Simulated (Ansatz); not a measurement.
PtS2:

```
Pt S
1.0
     3.54320    0.00000    0.00000
    -1.77160    3.06850    0.00000
     0.00000    0.00000    5.03880
Pt S
1 2
Direct
  0.00000 0.00000 0.00000
  0.66667 0.33333 0.77300
  0.33333 0.66667 0.22700
```

```yaml
Program: Ansatz 0.2.0
Task: relaxation of cell and atoms
Functional: RPBE
Dispersion: D4
Potentials_or_basis: Ansatz PAW
Cutoff: "420 eV (not typed: the program's choice for these potentials)"
k_mesh: 9 × 9 × 5
Occupations: fermi-dirac, width 0.05 eV
Spin: no spin polarisation
```

At the start: volume 18.26 Å³/atom.

Task: How do energy, volume and symmetry change on relaxing?

Result: It ends after 8 steps and the volume is 16.34 Å³/atom (-10.5 %); space group P-3m1 (No. 164, to 0.05 Å).

The path:
```csv
step,energy change (eV),largest force (eV/Å),volume (Å³)
1,0.0000,1.3775,54.78
2,-0.1741,0.2095,50.97
3,-0.2221,0.1153,50.26
4,-0.2307,0.1013,48.26
5,-0.2347,0.0008,49.23
6,-0.2350,0.0131,48.97
7,-0.2350,0.0001,49.01
8,-0.2339,0.0003,49.01
```

Final structure:
```yaml
crystal:
  lattice:
    - [3.57517, 0.00000, 0.00000]
    - [-1.78758, 3.09619, 0.00000]
    - [0.00000, 0.00000, 4.42739]
  atoms:
    - { symbol: Pt, position: [0.00000, 0.00000, 0.00000] }
    - { symbol: S, position: [0.66667, 0.33333, 0.72829] }
    - { symbol: S, position: [0.33333, 0.66667, 0.27171] }
```

Caveat: the plane-wave basis is chosen anew once the cell has moved, so the energies of steps on either side of that aren't comparable; the volume moved by -11 % from the deposited cell, more than functionals usually miss; pairwise dispersion overbinds metals, which lowers pressure and volume; the PAW data sets come from PBE, with cores solved anew for the run's functional, which leaves a small shift of forces and pressure.
